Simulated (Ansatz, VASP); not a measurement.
## Two plane-wave programs on HfO2

```xyz
6
Lattice="3.6043 0.0000 0.0000 0.0000 3.6043 0.0000 0.0000 0.0000 5.2640" Properties=species:S:1:pos:R:3 pbc="T T T"
Hf    1.7550    1.8493    2.6320
Hf    0.0000    0.0000    0.0000
O     0.0000    1.8022    3.6493
O     1.8022    0.0000    4.2467
O     1.8022    0.0000    1.6147
O     0.0000    1.8022    1.0173
```

Alike in both runs: task single point; functional PBE; k mesh 6 × 6 × 4; occupations gaussian, width 0.05 eV; no spin polarisation.

|  | VASP | Ansatz |
| --- | --- | --- |
| version | VASP 6.6.1 | Ansatz 0.2.0 |
| potentials or method | VASP PAW PBE potentials, release 64 (Hf_pv, O) | scalar-relativistic, plane waves, PAW |
| plane-wave cutoff (eV) | 520 | 420 |
| valence electrons in the cell | 44 | 76 |

|  | VASP | Ansatz | Ansatz less VASP |
| --- | --- | --- | --- |
| gap on the k mesh at the Fermi level (eV) | 4.66 | 4.68 | +0.021 |
| least direct gap on the mesh (eV) | 4.73 | 4.75 | +0.015 |
| pressure (GPa) | -2.8 | 0.3 | +3.13 |
| largest component of the traceless stress (GPa) | 1.41 | 1.42 | +0.012 |
| rms of the force components (eV/Å) | 0.212 | 0.215 | +0.0036 |

Atom by atom the forces differ by 0.024 eV/Å (rms over components). The two sets of potentials don't hold the same shells in valence.

Caveats: spin-orbit coupling is left out, which moves the levels of the heavy elements. A k mesh can miss the band edges.
